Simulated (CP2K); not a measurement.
# Ga (P2_1/m) in CP2K: a series of runs, part 2 of 2

CP2K 2026.2. Earlier steps stand in the parts before.

## Step 3: Single point, PBE

Contents of ga_scf.inp:

```
&GLOBAL
  PROJECT ga_scf
  RUN_TYPE ENERGY_FORCE
  PRINT_LEVEL LOW
&END GLOBAL
&FORCE_EVAL
  METHOD QS
  STRESS_TENSOR ANALYTICAL
  &DFT
    BASIS_SET_FILE_NAME BASIS_MOLOPT
    POTENTIAL_FILE_NAME GTH_POTENTIALS
    &MGRID
      CUTOFF 450
      REL_CUTOFF 60
      NGRIDS 4
    &END MGRID
    &QS
      METHOD GPW
      EPS_DEFAULT 1.0E-9
    &END QS
    &KPOINTS
      SCHEME MONKHORST-PACK 10 8 7
      GAMMA_CENTERED T
      SYMMETRY T
      SYMMETRY_BACKEND SPGLIB
    &END KPOINTS
    &SCF
      SCF_GUESS ATOMIC
      EPS_SCF 1.0E-6
      MAX_SCF 100
      ADDED_MOS 10
      CHOLESKY OFF
      EPS_EIGVAL 1.0E-7
      &DIAGONALIZATION ON
        ALGORITHM STANDARD
      &END DIAGONALIZATION
      &MIXING ON
        METHOD BROYDEN_MIXING
        ALPHA 0.4
        BETA 1.5
        NBUFFER 8
      &END MIXING
      &SMEAR ON
        METHOD FERMI_DIRAC
        ELECTRONIC_TEMPERATURE 580.23
      &END SMEAR
    &END SCF
    &XC
      &XC_FUNCTIONAL PBE
      &END XC_FUNCTIONAL
    &END XC
    &PRINT
      &KPOINTS ON
      &END KPOINTS
      &MULLIKEN ON
      &END MULLIKEN
      &MO ON
        ENERGIES T
        OCCUPATION_NUMBERS T
        &EACH
          QS_SCF 0
        &END EACH
        ADD_LAST NUMERIC
      &END MO
    &END PRINT
  &END DFT
  &SUBSYS
    &CELL
      ABC 2.7784220849 3.2816087900 4.2103547521
      ALPHA_BETA_GAMMA 90.0000000000 108.6071685822 90.0000000000
      PERIODIC XYZ
    &END CELL
    &COORD
      Ga  -0.6607008214 2.4612065925 3.0731760430
      Ga  2.0956918077 0.8204021975 0.9170971333
    &END COORD
    &KIND Ga
      BASIS_SET DZVP-MOLOPT-SR-GTH-q13
      POTENTIAL GTH-PBE-q13
    &END KIND
    &PRINT
      &ATOMIC_COORDINATES ON
      &END ATOMIC_COORDINATES
      &CELL ON
      &END CELL
    &END PRINT
  &END SUBSYS
  &PRINT
    &FORCES ON
    &END FORCES
    &STRESS_TENSOR ON
    &END STRESS_TENSOR
  &END PRINT
&END FORCE_EVAL
```

Potentials or basis: GTH_POTENTIALS Ga GTH-PBE-q13; DZVP-MOLOPT-SR-GTH basis.

Launch:

```sh
> OMP_NUM_THREADS=1 cp2k.psmp -i ga_scf.inp -o ga_scf.out
```

ga_scf.out:

```text

 CP2K| version string:                                       CP2K version 2026.2
 CP2K| Input file name                                                ga_scf.inp

 GLOBAL| Force Environment number                                              1
 GLOBAL| Basis set file name                                        BASIS_MOLOPT
 GLOBAL| Potential file name                                      GTH_POTENTIALS
 GLOBAL| MM Potential file name                                     MM_POTENTIAL
 GLOBAL| Coordinate file name                                      __STD_INPUT__
 GLOBAL| Method name                                                        CP2K
 GLOBAL| Project name                                                     ga_scf
 GLOBAL| Run type                                                   ENERGY_FORCE
 GLOBAL| FFT library                                                       FFTW3
 GLOBAL| Diagonalization library                                       ScaLAPACK
 GLOBAL| Cholesky decomposition library                                ScaLAPACK
 GLOBAL| DGEMM library                                                      BLAS
 GLOBAL| Direct generalized diagonalization requested                          F
[... 595 lines left out ...]

 !-----------------------------------------------------------------------------!

 ENERGY| Total FORCE_EVAL ( QS ) energy [hartree]           -149.172348616386842

 FORCES| Atomic forces [hartree/bohr]
 FORCES|   Atom     x               y               z               |f|
 FORCES|      1 -1.28052897E-03 -1.29402109E-03 -6.25105660E-03   6.51075676E-03
 FORCES|      2  1.28052899E-03  1.29402146E-03  6.25105663E-03   6.51075687E-03
 FORCES| Sum     1.72915126E-11  3.73433982E-10  2.74913980E-11
 FORCES| Total atomic force                                       3.74843584E-10

 STRESS| Analytical stress tensor [bar]
 STRESS|                        x                   y                   z
 STRESS|      x        4.29395558867E+04  -3.31672237096E+02  -6.24259649359E+03
 STRESS|      y       -3.31672237096E+02   3.20287174410E+04  -5.25263266439E+02
 STRESS|      z       -6.24259649359E+03  -5.25263266439E+02   4.59479559552E+04
 STRESS| 1/3 Trace                                             4.03054097610E+04
 STRESS| Determinant                                           6.19249371573E+13

 STRESS| Eigenvectors and eigenvalues of the analytical stress tensor [bar]
 STRESS|                        1                   2                   3
 STRESS| Eigenvalues   3.19697899285E+04   3.80791329541E+04   5.08673064003E+04
 STRESS|      x           0.068882709971      0.782889966010     -0.618335243528
 STRESS|      y           0.995293391845     -0.096278365745     -0.011024538082
 STRESS|      z           0.068163306973      0.614665581769      0.785837124455
```

Run time: 55 s. Hardware: 1 thread of Arm Neoverse V2, shared host; peak memory 0.28 GiB.

What came out:

| Quantity | Value |
| --- | --- |
| Free energy | -4059.1860 eV |
| Pressure | 4.0 GPa |
| Largest force | 0.335 eV/Å |
| Band gap on the k mesh | none (metal or under the smearing width) |

Forces on the atoms (eV/Å):
```
Ga  -0.066 -0.067 -0.321
Ga   0.066  0.067  0.321
```

Levels at points of the mesh, in eV from the Fermi level:
```
           k point  band 9  band 10  band 11  band 12  band 13  band 14  band 15  band 16  band 17  band 18
(0.00, 0.00, 0.00)  -14.79   -14.65   -11.39    -2.11    -1.43     1.81     6.37     9.54    10.91    11.02
(0.00, 0.50, 0.00)  -14.72   -14.72    -7.85    -7.85     1.77     1.77     2.74     2.75    11.86    11.86
(0.50, 0.00, 0.00)  -14.71   -14.69    -6.26    -5.32    -1.42     0.24     6.29     6.71     9.20     9.95
(0.50, 0.50, 0.00)  -14.69   -14.69    -2.93    -2.93    -1.73    -1.73     2.20     2.20     4.82     4.82
```

Caveat: the basis of atomic orbitals isn't converged, which shifts pressures, moduli and gaps.

## Step 4: Single point, PBE

Changes to ga_scf.inp since step 3:

```diff
@@ -9,4 +9,4 @@
   &DFT
-    BASIS_SET_FILE_NAME BASIS_MOLOPT
-    POTENTIAL_FILE_NAME GTH_POTENTIALS
+    BASIS_SET_FILE_NAME BASIS_MOLOPT_UZH
+    POTENTIAL_FILE_NAME POTENTIAL_UZH
     &MGRID
@@ -77,3 +77,3 @@
     &KIND Ga
-      BASIS_SET DZVP-MOLOPT-SR-GTH-q13
+      BASIS_SET DZVP-MOLOPT-PBE-GTH-q13
       POTENTIAL GTH-PBE-q13
```

Potentials or basis: POTENTIAL_UZH Ga GTH-PBE-q13; DZVP-MOLOPT-PBE-GTH basis.

Launch:

```sh
> OMP_NUM_THREADS=1 cp2k.psmp -i ga_scf.inp -o ga_scf.out
```

ga_scf.out:

```text

 CP2K| version string:                                       CP2K version 2026.2
 CP2K| Input file name                                                ga_scf.inp

 GLOBAL| Force Environment number                                              1
 GLOBAL| Basis set file name                                    BASIS_MOLOPT_UZH
 GLOBAL| Potential file name                                       POTENTIAL_UZH
 GLOBAL| MM Potential file name                                     MM_POTENTIAL
 GLOBAL| Coordinate file name                                      __STD_INPUT__
 GLOBAL| Method name                                                        CP2K
 GLOBAL| Project name                                                     ga_scf
 GLOBAL| Run type                                                   ENERGY_FORCE
 GLOBAL| FFT library                                                       FFTW3
 GLOBAL| Diagonalization library                                       ScaLAPACK
 GLOBAL| Cholesky decomposition library                                ScaLAPACK
 GLOBAL| DGEMM library                                                      BLAS
 GLOBAL| Direct generalized diagonalization requested                          F
 GLOBAL| Matrix multiplication library                                 ScaLAPACK
 GLOBAL| Global print level                                                  LOW
 GLOBAL| Total number of message passing processes                             1
 GLOBAL| Number of threads for this process                                    1
 GLOBAL| CPU model name                                                  UNKNOWN

 CELL| Volume [angstrom^3]:                                            36.382091
 CELL| Vector a [angstrom]:       2.778     0.000     0.000   |a| =     2.778422
 CELL| Vector b [angstrom]:       0.000     3.282     0.000   |b| =     3.281609
 CELL| Vector c [angstrom]:      -1.343     0.000     3.990   |c| =     4.210355
 CELL| Angle (b,c), alpha [degree]:                                    90.000000
 CELL| Angle (a,c), beta  [degree]:                                   108.607169
 CELL| Angle (a,b), gamma [degree]:                                    90.000000
 CELL| Numerically orthorhombic:                                              NO
 CELL| Periodicity                                                           XYZ

 CELL_REF| Volume [angstrom^3]:                                        36.382091
 CELL_REF| Vector a [angstrom     2.778     0.000     0.000   |a| =     2.778422
 CELL_REF| Vector b [angstrom     0.000     3.282     0.000   |b| =     3.281609
 CELL_REF| Vector c [angstrom    -1.343     0.000     3.990   |c| =     4.210355
 CELL_REF| Angle (b,c), alpha [degree]:                                90.000000
 CELL_REF| Angle (a,c), beta  [degree]:                               108.607169
 CELL_REF| Angle (a,b), gamma [degree]:                                90.000000
 CELL_REF| Numerically orthorhombic:                                          NO
 CELL_REF| Periodicity                                                       XYZ

[... 8 lines left out ...]
 TOTAL NUMBERS AND MAXIMUM NUMBERS

  Total number of            - Atomic kinds:                                   1
                             - Atoms:                                          2
                             - Shell sets:                                     2
                             - Shells:                                        14
                             - Primitive Cartesian functions:                 12
                             - Cartesian basis functions:                     60
                             - Spherical basis functions:                     50

  Maximum angular momentum of the orbital basis functions:                     3

 MODULE QUICKSTEP: ATOMIC COORDINATES IN ANGSTROM

   Atom Kind Element         X             Y             Z       Z(eff)     Mass
      1    1 Ga   31     -0.660701      2.461207      3.073176  13.0000  69.7230
      2    1 Ga   31      2.095692      0.820402      0.917097  13.0000  69.7230

 SCF PARAMETERS         Density guess:                                    ATOMIC
[... 9 lines left out ...]
                        --------------------------------------------------------
                        level_shift [a.u.]:                             0.000000
[... 29 lines left out ...]
 BRILLOUIN|     5           0.00714       -0.40000       -0.37500        0.14286
 BRILLOUIN|     6           0.00714       -0.40000       -0.37500        0.28571
[... 32 lines left out ...]
 BRILLOUIN|    39           0.00714       -0.30000       -0.37500        0.00000
 BRILLOUIN|    40           0.00714       -0.30000       -0.37500        0.14286
 [... further k-points ...]
 *******************************************************************************

 Extrapolation method: initial_guess

 Number of electrons:                                                         26
 Number of occupied orbitals:                                                 13
 Number of molecular orbitals:                                                23

 Number of orbital functions:                                                 50
 Number of independent orbital functions:                                     50

 SCF WAVEFUNCTION OPTIMIZATION

  Step     Update method      Time    Convergence         Total energy    Change
  ------------------------------------------------------------------------------
     1 NoMix/Diag. 0.40E+00    4.8     0.69534442      -149.4014606479 -1.49E+02
     2 Broy./Diag. 0.40E+00    4.7     0.00480730      -149.3440020829  5.75E-02
     3 Broy./Diag. 0.40E+00    4.8     0.01513444      -149.2434901253  1.01E-01
     4 Broy./Diag. 0.40E+00    4.8     0.00077939      -149.1844210223  5.91E-02
     5 Broy./Diag. 0.40E+00    4.8     0.00025961      -149.1913196520 -6.90E-03
     6 Broy./Diag. 0.40E+00    4.8     0.00012100      -149.1916409842 -3.21E-04
     7 Broy./Diag. 0.40E+00    4.8     0.00005544      -149.1905989521  1.04E-03
     8 Broy./Diag. 0.40E+00    4.8     0.00009037      -149.1904639746  1.35E-04
     9 Broy./Diag. 0.40E+00    4.8     0.00001022      -149.1904169869  4.70E-05
    10 Broy./Diag. 0.40E+00    4.8     0.00000318      -149.1904019144  1.51E-05
    11 Broy./Diag. 0.40E+00    4.8     0.00000137      -149.1903997177  2.20E-06
    12 Broy./Diag. 0.40E+00    4.8     0.00000026      -149.1904005879 -8.70E-07

  *** SCF run converged in    12 steps ***

  Electronic density on regular grids:        -25.9999992179        0.0000007821
  Core density on regular grids:               25.9999999799       -0.0000000201
  Total charge density on r-space grids:        0.0000007620
  Total charge density g-space grids:           0.0000007620

  Overlap energy of the core charge distribution:               0.00000000001374
  Self energy of the core charge distribution:               -194.58776254249338
  Core Hamiltonian energy:                                     58.47234201768449
  Hartree energy:                                               7.32401238461491
  Exchange-correlation energy:                                -20.39884302115207
  Electronic entropic energy:                                  -0.00014942656402
  Fermi energy:                                                 0.22201372361040

  Total energy:                                              -149.19040058787246
  Total energy (extrapolated to T->0):                       -149.19032587459046

 MO| EIGENVALUES AND OCCUPATION NUMBERS FOR K POINT 1
 MO|
 MO|  Index      Eigenvalue [a.u.]        Eigenvalue [eV]             Occupation
 MO|      1              -0.334185              -9.093639               2.000000
 MO|      2              -0.332159              -9.038505               2.000000
 MO|      3              -0.331517              -9.021042               2.000000
 MO|      4              -0.329033              -8.953453               2.000000
 MO|      5              -0.325666              -8.861824               2.000000
 MO|      6              -0.323670              -8.807508               2.000000
[... 396 lines left out ...]
 MO|     22               0.890083              24.220385               0.000000
 MO|     23               1.029696              28.019446               0.000000
 MO| Sum:                                                              26.000004
 MO| E(Fermi):            0.222014 a.u.          6.041301 eV

 [... the levels of further k-points ...]

 !-----------------------------------------------------------------------------!
                     Mulliken Population Analysis

 #  Atom  Element  Kind  Atomic population                           Net charge
       1     Ga       1         13.000003                             -0.000003
       2     Ga       1         12.999997                              0.000003
 # Total charge                             26.000000                  0.000000

 !-----------------------------------------------------------------------------!

 ENERGY| Total FORCE_EVAL ( QS ) energy [hartree]           -149.190401166070984

 FORCES| Atomic forces [hartree/bohr]
 FORCES|   Atom     x               y               z               |f|
 FORCES|      1 -1.30038657E-03 -1.36247303E-03 -6.56035252E-03   6.82536177E-03
 FORCES|      2  1.30038686E-03  1.36247348E-03  6.56035203E-03   6.82536143E-03
 FORCES| Sum     2.85722217E-10  4.48587897E-10 -4.97826447E-10
 FORCES| Total atomic force                                       7.28491220E-10

 STRESS| Analytical stress tensor [bar]
 STRESS|                        x                   y                   z
 STRESS|      x        4.58832971433E+04  -3.22635415540E+02  -6.40099443510E+03
 STRESS|      y       -3.22635415540E+02   3.31363633497E+04  -5.35996740579E+02
 STRESS|      z       -6.40099443510E+03  -5.35996740579E+02   4.88392856302E+04
 STRESS| 1/3 Trace                                             4.26196487077E+04
 STRESS| Determinant                                           7.28773567433E+13

 STRESS| Eigenvectors and eigenvalues of the analytical stress tensor [bar]
 STRESS|                        1                   2                   3
 STRESS| Eigenvalues   3.30894624922E+04   4.08364770249E+04   5.39330066061E+04
 STRESS|      x           0.052871532009      0.781150114913     -0.622100553830
 STRESS|      y           0.997062306724     -0.075868063549     -0.010525846431
 STRESS|      z           0.055419830501      0.619716495589      0.782866596223
```

It took 68 s on 1 thread of Arm Neoverse V2, shared host; peak memory 0.29 GiB.

Results:

```yaml
Free_energy: -4059.6773 eV
Pressure: 4.3 GPa
Largest_force: 0.351 eV/Å
Band_gap_on_the_k_mesh: none (metal or under the smearing width)
```

Forces in eV/Å, atoms in the order of the input:
```
Ga  -0.067 -0.070 -0.337
Ga   0.067  0.070  0.337
```

Stress tensor (GPa, compression positive):
```
 4.59 -0.03 -0.64
-0.03  3.31 -0.05
-0.64 -0.05  4.88
```

Caveat: the basis of atomic orbitals isn't converged, which shifts pressures, moduli and gaps.

## Step 5: Single point, PBE

Changes to ga_scf.inp since step 4:

```diff
@@ -9,3 +9,3 @@
   &DFT
-    BASIS_SET_FILE_NAME BASIS_MOLOPT_UZH
+    BASIS_SET_FILE_NAME BASIS_ccGRB_UZH
     POTENTIAL_FILE_NAME POTENTIAL_UZH
@@ -77,3 +77,3 @@
     &KIND Ga
-      BASIS_SET DZVP-MOLOPT-PBE-GTH-q13
+      BASIS_SET ccGRB-D-q13
       POTENTIAL GTH-PBE-q13
```

Potentials or basis: POTENTIAL_UZH Ga GTH-PBE-q13; ccGRB-D basis.

Launch:

```sh
> OMP_NUM_THREADS=1 cp2k.psmp -i ga_scf.inp -o ga_scf.out
```

Wall time 20 s (1 thread of Arm Neoverse V2, shared host); peak memory 0.23 GiB.

The run converged. Its results:

- Free energy: -4059.1350 eV
- Pressure: 5.0 GPa
- Largest force: 0.382 eV/Å
- Band gap on the k mesh: none (metal or under the smearing width)

Forces in eV/Å, atoms in the order of the input:
```
Ga  -0.066 -0.113 -0.359
Ga   0.066  0.113  0.359
```

Stress tensor (GPa, compression positive):
```
 5.29 -0.04 -0.59
-0.04  4.07 -0.06
-0.59 -0.06  5.70
```

Levels at points of the mesh, in eV from the Fermi level:
```csv
k point,band 10,band 11,band 12,band 13,band 14,band 15,band 16,band 17
"(0.00, 0.00, 0.00)",-13.97,-11.42,-2.15,-1.38,1.78,6.55,9.35,10.61
"(0.00, 0.50, 0.00)",-14.04,-7.90,-7.90,1.77,1.77,2.93,2.93,11.63
"(0.50, 0.00, 0.00)",-14.01,-6.29,-5.36,-1.46,0.30,6.25,6.64,9.02
"(0.50, 0.50, 0.00)",-14.00,-2.94,-2.94,-1.74,-1.74,2.21,2.21,4.89
```

Caveat: the basis of atomic orbitals isn't converged, which shifts pressures, moduli and gaps.

## Step 6: The runs side by side

```csv
potentials or basis,basis sets,potentials,ADDED_MOS,gap on the mesh (eV),pressure (GPa),largest force (eV/Å)
GTH_POTENTIALS Ga GTH-PBE-q13; SZV-MOLOPT-SR-GTH basis,Ga SZV-MOLOPT-SR-GTH-q13,Ga GTH-PBE-q13 of GTH_POTENTIALS,[5],none,7.2,0.62
GTH_POTENTIALS Ga GTH-PBE-q13; DZVP-MOLOPT-SR-GTH basis,Ga DZVP-MOLOPT-SR-GTH-q13,Ga GTH-PBE-q13 of GTH_POTENTIALS,[10],none,4.0,0.33
POTENTIAL_UZH Ga GTH-PBE-q13; DZVP-MOLOPT-PBE-GTH basis,Ga DZVP-MOLOPT-PBE-GTH-q13,Ga GTH-PBE-q13 of POTENTIAL_UZH,[10],none,4.3,0.35
POTENTIAL_UZH Ga GTH-PBE-q13; ccGRB-D basis,Ga ccGRB-D-q13,Ga GTH-PBE-q13 of POTENTIAL_UZH,[10],none,5.0,0.38
```

Alike in all rows: task single point; level PBE; no spin polarisation; cell as given; k mesh 10 × 8 × 7; smearing fermi-dirac 0.05 eV.

Caveats: the basis of atomic orbitals isn't converged, which shifts pressures, moduli and gaps; a minimal basis gives rough bond lengths, pressures and levels (some runs).

Total energies depend on the potentials used, so only differences within one code and one set of settings carry meaning.
